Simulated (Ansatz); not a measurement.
# NiO (Fm-3m) in Ansatz: single point with LDA

Aim: the single point of NiO with LDA.

Program: Ansatz 0.2.0. These are calculated values, not measurements. Logs are shortened: lines on timing, memory, paths and dates and some standing lists are left out, and cuts for length are marked.

### Step 1. The crystal as given

It takes space group Fm-3m (No. 225, cubic). The conventional cell has a = 4.183 Å, b = 4.183 Å, c = 4.183 Å, α = 90.00°, β = 90.00°, γ = 90.00°. Ni (site symmetry m-3m) has 6 O at 2.09 Å as nearest neighbours. O (site symmetry m-3m) is surrounded by 6 Ni at 2.09 Å.

### Step 2. Single point, LDA, collinear spin, ferromagnetic start

input.yaml

```yaml
crystal:
  lattice:
    - [0.0, 2.09130951, 2.09130951]
    - [2.09130951, 0.0, 2.09130951]
    - [2.09130951, 2.09130951, 0.0]
  atoms:
    - { symbol: Ni, position: [0.0, 0.0, 0.0], spin: 3.0 }
    - { symbol: O, position: [0.5, 0.5, 0.5] }
hamiltonian:
  xc: lda
  pseudopotentials: { kind: paw }
magnetization:
  spin_polarized: true
  initial_magnetization: 3.0
  spin_locking: { lock_magnetization: hard }
kpoints:
  mp_grid: { grid: [8, 8, 8] }
scf:
  occupations: { method: gaussian, width: 0.05 }
output:
  forces: true
  stress: true
  eigenvalues: true
```

Potentials or basis: Ansatz PAW.

Run with:

```
$ ansatz run input.yaml --threads 2 --pin off --max-ram 5632MiB --backend cpu --events-out ev --progress --plain --runs-dir out
```

Output:

```text
Warning: where an SCF of this run starts from atoms to list the orders of its open shells, Ni (site 0, from 0) starts with 2.00 μB on its 3d shell, in the place of the 3.00 μB that the deck gives it: its open shells can hold no more by Hund's first rule. To start from spheres of the given moment, type scf.initial_density.shell_occupations: []
Warning: output.stress: scf.convergence.dr2_threshold = 1e-7 eV (the SCF's general default) is looser than the 2e-10 eV advised for a printed stress (1e-10 eV for each atom of the cell: 2). What an SCF threshold leaves in a stress goes as its square root, and in the free energy as the threshold itself, and one threshold admits the most on a small cell: of the crystals measured, under no hybrid functional and no lock of the moments, on runs that ended without the residual-converged pass, on stresses that held no estimate of that error, the worst erred by over 100 MPa in a component at 1e-7 eV an atom and by under 5 at 1e-10. Set scf.convergence.dr2_threshold to 2e-10 eV or tighter. The threshold is an SCF's pass mark: one that does not reach it within its budget of iterations ends unconverged, or closes short of it on a stop that the run arms, and scf.convergence.dr2_threshold's page says what that costs each kind of run
Warning: RAYON_NUM_THREADS=2 ignored (pool sized by the plan → 2); use --threads N
Engine: ansatz 0.2.0, aarch64-unknown-linux-gnu
Pseudopotentials: kind: paw
Pseudopotential: Ni, paw, valence charge 18, recommended cutoff 420 eV (normal), Ni.paw.azcp
Pseudopotential: O, paw, valence charge 6, recommended cutoff 420 eV (normal), O.paw.azcp
Functional definition: SPW92
  exchange = slater_x
  correlation = pw_c
Crystal: 2 atoms, lattice volume = 18.293 Å³
Basis set: ecut = 420 eV, 339 PW (Γ)
Bands: 18, of which v1, the nominal top of the filled ones, is band 12 counted from 1 (11 counted from 0)
Symmetry: 48 space group operations
Space group: Fm-3m (ITA 225), of the structure as read, at distance tolerance 2.6e-5 Å
Magnetic group: BNS 225.116 (UNI 1618), of the structure as read, at distance tolerance 2.6e-5 Å
k-points: 29 of 512
Non-local potential: Ni, projectors of the file, l = 0: 3, l = 1: 2, l = 2: 3, l = 3: 1
Non-local potential: O, projectors of the file, l = 0: 2, l = 1: 2, l = 2: 1
PAW form: soft (Blöchl's): semilocal exchange-correlation on the pseudo side does not see the compensation charge
PAW frozen core: Ni, regenerated for the run's functional, and the local potential with it (the file was generated under x = pbe(κ = 0.804, μ = 0.2195149727645171), c = pbe(β = 0.06672455060314922))
PAW frozen core: O, regenerated for the run's functional, and the local potential with it (the file was generated under x = pbe(κ = 0.804, μ = 0.2195149727645171), c = pbe(β = 0.06672455060314922))
PAW one-centre angular grid: Ni, 590 points (default); XC on 64 Gauss nodes
PAW one-centre angular grid: O, 110 points (default); XC on 64 Gauss nodes
Initial density: superposition of atomic densities (chi_scale 0.1, normalization cell, long waves kept (reshape's long-wave potential 0.00 eV rms))
Starting moments: Σ|m| = 3 μB on 1 of 2 sites
Initial wavefunctions: pseudopotential atomic-orbital guess
Functional: x = slater, c = lda
SCF iter   1: F=—  HF=-6323.463543 eV  |F-HF|=—  |Δ(HF+E_count)|=         —  Δρ=1.36e-1 (↑7.21e-2 ↓1.36e-1)  dr2=3.29e0  dr2_m=9.85e-1  M=3.000 μB ∫|m|=3.000 μB  β_m=0.30  ethr=3.10e-3  ⟨swp⟩=5.4  Hψ=4496  notcnv=0
preconditioner: auto → none  [metal: Δε(μ)=0.016 eV  Ē_g=14.446 eV  σ=0.050 eV  W_gap=0.17  n_scr=8 (ndim 8)  ℏωp=34.7 eV  f_vac=0.000  D(μ)=4.52/eV (n_scr^D=88)  sad-step TF]
SCF iter   2: F=—  HF=-6323.689980 eV  |F-HF|=—  |Δ(HF+E_count)|=   2.26e-1  Δρ=6.94e-2 (↑4.66e-2 ↓6.94e-2)  dr2=3.12e-1  dr2_m=4.67e-1  M=3.000 μB ∫|m|=3.000 μB  β_m=0.40  ethr=3.10e-3  ⟨swp⟩=2.5  Hψ=2184  notcnv=0  defer=56
SCF iter   3: F=—  HF=-6323.835522 eV  |F-HF|=—  |Δ(HF+E_count)|=   1.46e-1  Δρ=4.46e-2 (↑2.64e-2 ↓4.46e-2)  dr2=2.93e-1  dr2_m=1.50e-1  M=3.000 μB ∫|m|=3.000 μB  β_m=0.47  ethr=1.30e-3  ⟨swp⟩=2.2  Hψ=1648  notcnv=0  defer=54
SCF iter   4: F=—  HF=-6323.896571 eV  |F-HF|=—  |Δ(HF+E_count)|=         —  Δρ=7.36e-3 (↑7.36e-3 ↓4.06e-3)  dr2=3.85e-3  dr2_m=2.99e-3  M=3.000 μB ∫|m|=3.000 μB  β_m=0.47  ethr=1.22e-3  ⟨swp⟩=2.1  Hψ=1593  notcnv=0  defer=54
Mixer restart at iter 4: flushing history
SCF iter   5: F=—  HF=-6323.897149 eV  |F-HF|=—  |Δ(HF+E_count)|=   5.78e-4  Δρ=3.15e-3 (↑3.15e-3 ↓2.05e-3)  dr2=6.02e-4  dr2_m=7.94e-4  M=3.000 μB ∫|m|=3.000 μB  β_m=0.65  ethr=1.60e-5  ⟨swp⟩=2.6  Hψ=2289  notcnv=0  defer=49
SCF iter   6: F=—  HF=-6323.900085 eV  |F-HF|=—  |Δ(HF+E_count)|=   2.94e-3  Δρ=5.17e-3 (↑2.28e-3 ↓5.17e-3)  dr2=6.01e-3  dr2_m=4.06e-4  M=3.000 μB ∫|m|=3.000 μB  β_m=0.53  ethr=2.51e-6  ⟨swp⟩=2.0  Hψ=1840  notcnv=0  defer=49  recentre
SCF iter   7: F=—  HF=-6323.899260 eV  |F-HF|=—  |Δ(HF+E_count)|=   8.25e-4  Δρ=8.78e-4 (↑3.53e-4 ↓8.78e-4)  dr2=5.21e-5  dr2_m=5.71e-5  M=3.000 μB ∫|m|=3.000 μB  β_m=0.71  ethr=2.51e-6  ⟨swp⟩=2.0  Hψ=2037  notcnv=0  defer=49
SCF iter   8: F=—  HF=-6323.899330 eV  |F-HF|=—  |Δ(HF+E_count)|=   7.02e-5  Δρ=5.64e-4 (↑3.00e-4 ↓5.64e-4)  dr2=8.11e-5  dr2_m=9.69e-6  M=3.000 μB ∫|m|=3.000 μB  β_m=0.63  ethr=2.17e-7  ⟨swp⟩=2.4  Hψ=1681  notcnv=0  defer=49
SCF iter   9: F=—  HF=-6323.899334 eV  |F-HF|=—  |Δ(HF+E_count)|=   3.85e-6  Δρ=1.10e-4 (↑2.99e-5 ↓1.10e-4)  dr2=6.42e-7  dr2_m=7.26e-7  M=3.000 μB ∫|m|=3.000 μB  β_m=0.81  ethr=2.17e-7  ⟨swp⟩=2.0  Hψ=1450  notcnv=0  defer=49
SCF iter  10: F=—  HF=-6323.899334 eV  |F-HF|=—  |Δ(HF+E_count)|=   4.48e-7  Δρ=4.79e-6 (↑4.17e-6 ↓4.79e-6)  dr2=6.73e-9  dr2_m=7.68e-10  M=3.000 μB ∫|m|=3.000 μB  β_m=0.83  ethr=2.68e-9  ⟨swp⟩=2.3  Hψ=1645  notcnv=0  defer=49
SCF iter  11: F=-6323.899334 eV  HF=-6323.899334 eV  |F-HF|=2.50e-10  |Δ(HF+E_count)|=   2.03e-9  Δρ=1.78e-6 (↑5.31e-7 ↓1.78e-6)  dr2=4.00e-10  dr2_m=1.90e-10  M=3.000 μB ∫|m|=3.000 μB  ethr=2.81e-11  ⟨swp⟩=5.1  Hψ=3690  notcnv=0
SCF 1 converged in 11 iterations: F = -6323.899334 eV  dr2 = 4.00e-10
SCF converged after 11 iterations
Stability checked in part: among states of this total moment the steps that led to this state did not find it unstable. No probe was made; neither looks for a lower state of another moment (fixed_total_moment; see scf.lower_state_search)
Magnetization: 3.0000 μB (13.5000 up, 10.5000 down)
Absolute magnetization: 3.0000 μB (∫|ρ↑−ρ↓|, with the PAW one-centre terms)
Spin contamination: 0.0030 ħ² per cell (⟨S²⟩ above its minimum at these occupations)
Per-site moments (μB) at R_I (Å): [(1.8854902267260998, 0.862665172875), (0.7760535147292561, 0.862665172875)]
Free energy (F): -6323.899334 eV
Harris-Foulkes:  -6323.899334 eV  (|F-HF|=2.50e-10)
Internal energy: -6323.894102 eV  (E = F + TS)
E sigma→0 (E₀):  -6323.896718 eV
Entropy (-TS):   -0.005232 eV (-2.616 meV/atom)
Fermi energy:    16.530179 (↑ 20.252620, ↓ 12.807739) eV
--- Per-component energies (eV) ---
  E_band       = -348.574504
  E_kinetic    = 450.222980
  E_local      = -3976.697996  (includes V_loc(G=0)·N_el)
  E_nonlocal   = 687.107924
  E_hartree    = 1621.664411
  E_xc         = -155.515169
  E_vxc        = -200.672650  (∫ρ·V_xc dr)
  E_paw        = -1704.827497  (= ΣΔE_a)
  E_vpaw       = -551.867647  (= ΣTr[D̂ρ^β])
  E_aug_tail   = 0.002603  (compensation charges beyond the density's cutoff)
  E_ewald      = -3246.382401
  E_core_change = 0.531042  (= ΣΔE_core)
  E_smearing   = -0.005232  (= −TS)
  E_closure    = 0.000000  (closes the sum)
  Σ components = -6323.899334   (vs F -6323.899334, Δ=0.00e0)
--- Forces (eV/Å), atoms counted from 1 ---
  atom   1  Ni    -0.00000000     0.00000000    -0.00000000
  atom   2  O      0.00000000    -0.00000000    -0.00000000
  max |Σ_I F_I| component: 1.68e-29 eV/Å
--- Stress (GPa, compression-positive) ---
       16.077117      -0.000000      -0.000000
       -0.000000      16.077117       0.000000
        0.000000      -0.000000      16.077117
  P = ⅓ Tr σ = 16.0771 GPa (160.771 kbar)
--- Band table (eV; the first three rows and the last of 58) ---
  k-point 0 ↑: bands = ["-91.0228", "-51.7726", "-51.7726", "-51.7726", "-6.5804", "9.8937", "9.8937", "10.0142", "10.0142", "10.0142", "10.4708", "10.4708", "10.4708", "14.9369", "31.2426", "32.1118", "32.1118", "32.1118"]
  k-point 1 ↑: bands = ["-91.0224", "-51.7769", "-51.7732", "-51.7732", "-6.4019", "8.9881", "9.0443", "9.0443", "10.0948", "10.0948", "10.5750", "11.3886", "11.3886", "15.9206", "28.3719", "31.4559", "31.4559", "33.2469"]
  k-point 2 ↑: bands = ["-91.0215", "-51.7871", "-51.7746", "-51.7746", "-5.9359", "7.2118", "8.1554", "8.1554", "10.3283", "10.3283", "10.8056", "12.4188", "12.4188", "17.6084", "25.4160", "29.5429", "29.5429", "33.5759"]
  k-point 28 ↓: bands = ["-88.7931", "-49.6285", "-49.6285", "-49.6201", "-3.6657", "8.3903", "8.3903", "8.7947", "12.4781", "12.4781", "12.6631", "13.0437", "13.9946", "22.7492", "25.0140", "25.0140", "27.5555", "36.1394"]
```

It took 1.2 s on 2 threads of Arm Neoverse V2, shared host; peak memory 0.27 GiB.

Results:

```
Free energy     : -6323.8993 eV
Pressure        : 16.1 GPa
Net moment      : 3.00 μB per cell
Absolute moment : 3.00 μB per cell
Site moments    : Ni +1.89; O +0.78 μB
```

Caveat: the pressure holds a Pulay correction of +0.9 GPa for the finite cutoff; the total moment is fixed, so each spin has its own Fermi level; a cell with one magnetic atom can't hold antiferromagnetic order, which such compounds often take; the PAW data sets come from PBE, with cores solved anew for the run's functional, which leaves a small shift of forces and pressure; the thresholds are loose for stress.
